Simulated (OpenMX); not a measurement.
Set up this calculation in OpenMX 3.8.5, as the native input.

```
Task                : single point
Functional          : PBE
Potentials or basis : OpenMX 2013 PBE set, Co6.0H-s3p2d2, Ti7.0-s3p2d2, grid cutoff 500 Ry
k mesh              : 7 × 7 × 7
Occupations         : fermi-dirac, width 0.05 eV
Spin                : collinear spin, random start
Starting moments    : [-0.12, 1.09] μB
Mixing scheme       : rmm-diisk
SCF threshold       : 1e-08 Ha
Solver              : band
Max SCF cycles      : 160
```

TiCo:

```
Co Ti
1.0
     2.98611    0.00000    0.00000
     0.00000    2.98611    0.00000
     0.00000    0.00000    2.98611
Co Ti
1 1
Direct
  0.50000 0.50000 0.50000
  0.00000 0.00000 0.00000
```

The cell comes from a database or a generator and needn't be the stable form of this composition.

These files were run (other wordings do the same):

TiCo.dat

```
System.CurrrentDirectory             ./
System.Name                          TiCo
DATA.PATH                            ./DFT_DATA13
level.of.stdout                      1
level.of.fileout                     0
Species.Number                       2
<Definition.of.Atomic.Species
  Co  Co6.0H-s3p2d2          Co_PBE13H
  Ti  Ti7.0-s3p2d2           Ti_PBE13
Definition.of.Atomic.Species>

Atoms.Number                         2
Atoms.SpeciesAndCoordinates.Unit     FRAC
<Atoms.SpeciesAndCoordinates
    1  Co    0.5000000000    0.5000000000    0.5000000000   8.440  8.560
    2  Ti    0.0000000000    0.0000000000    0.0000000000   6.545  5.455
Atoms.SpeciesAndCoordinates>

Atoms.UnitVectors.Unit               Ang
<Atoms.UnitVectors
     2.9861109900    0.0000000000    0.0000000000
     0.0000000000    2.9861109900    0.0000000000
     0.0000000000    0.0000000000    2.9861109900
Atoms.UnitVectors>

scf.XcType                           GGA-PBE
scf.SpinPolarization                 on
scf.ElectronicTemperature            580.226
scf.energycutoff                     500.0
scf.maxIter                          160
scf.EigenvalueSolver                 band
scf.Kgrid                            7 7 7
scf.Mixing.Type                      rmm-diisk
scf.Init.Mixing.Weight               0.01
scf.Min.Mixing.Weight                0.001
scf.Max.Mixing.Weight                0.2
scf.Mixing.History                   40
scf.Mixing.StartPulay                15
scf.criterion                        1.0e-8
scf.stress.tensor                    on
MD.Type                              nomd
```

Potentials or basis: OpenMX 2013 PBE set, Co6.0H-s3p2d2, Ti7.0-s3p2d2, grid cutoff 500 Ry.

Launch:

```console
$ openmx TiCo.dat -nt 1 > TiCo.std
```

It gave:

```yaml
Pressure: 0.2 GPa
Band_gap_on_the_k_mesh: none (metal or under the smearing width)
Net_moment: 0.00 μB per cell
Mulliken_charges: Co -0.25; Ti +0.25 e
```

Caveat: Mulliken charges move with the basis; the basis of atomic orbitals isn't converged, which shifts pressures, moduli and gaps.

Wall time 5.8 min on 1 thread of Intel(R) Xeon(R) 6975P-C (Granite Rapids) (shared host), peak memory 1 GiB.
